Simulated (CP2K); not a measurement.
Runs of CP2K 2026.2 on TiTe2. It takes space group P-3m1 (No. 164, trigonal). The conventional cell has a = 3.777 Å, b = 3.777 Å, c = 6.498 Å, α = 90.00°, β = 90.00°, γ = 120.00°. Te (site symmetry 3m) is surrounded by 3 Ti at 2.77 Å. Ti (site symmetry -3m) is surrounded by 6 Te at 2.77 Å. 

```tsv
level	potentials or basis	smearing	EPS_DEFAULT	NGRIDS	points a segment of the path (NPOINTS)	bands added on the path	CUTOFF of the grids	gap on the mesh (eV)	pressure (GPa)	largest force (eV/Å)
PBE	POTENTIAL_UZH Te GTH-PBE-q6, Ti GTH-PBE-q12; TZVP-MOLOPT-PBE-GTH basis	fermi-dirac 0.05 eV	1.0E-9	4	8	6	450 Ry	none	1.7	(a)
LDA	GTH_POTENTIALS Te GTH-PADE-q6, Ti GTH-PADE-q12; TZVP-MOLOPT-PBE-GTH basis	fermi-dirac 0.05 eV	1.0E-9	4	8	4	450 Ry	none	-3.5	0.32
r2SCAN	POTENTIAL_UZH Te GTH-SCAN-q6, Ti GTH-SCAN-q12; TZVP-MOLOPT-SCAN-GTH basis	fermi-dirac 0.0259 eV	1.0E-9	5	6	6	675 Ry	none	(b)	0.23
PBEsol	POTENTIAL_UZH Te GTH-PBE-q6, Ti GTH-PBE-q12; TZVP-MOLOPT-PBE-GTH basis	fermi-dirac 0.1 eV	1.0E-10	5	6	2	450 Ry	none	-0.6	0.03
```

Alike in all rows: task band structure; no spin polarisation; cell as given; k mesh 8 × 8 × 4.

Task: Estimate the missing entries.

Result: (a) 0.05; (b) 1.1.

Caveats: spin-orbit coupling is left out, which moves the levels of the heavy elements; the basis of atomic orbitals isn't converged, which shifts pressures, moduli and gaps; this functional lacks dispersion, which binds the layers, so the pressure and a relaxed spacing across them are unreliable (some runs); the potentials were made for another functional, which shifts forces and pressure (some runs).

A k mesh can miss the band edges, and the runs leave out spin-orbit coupling on Te.

A gap of «none» marks a metal or a gap under the smearing width.
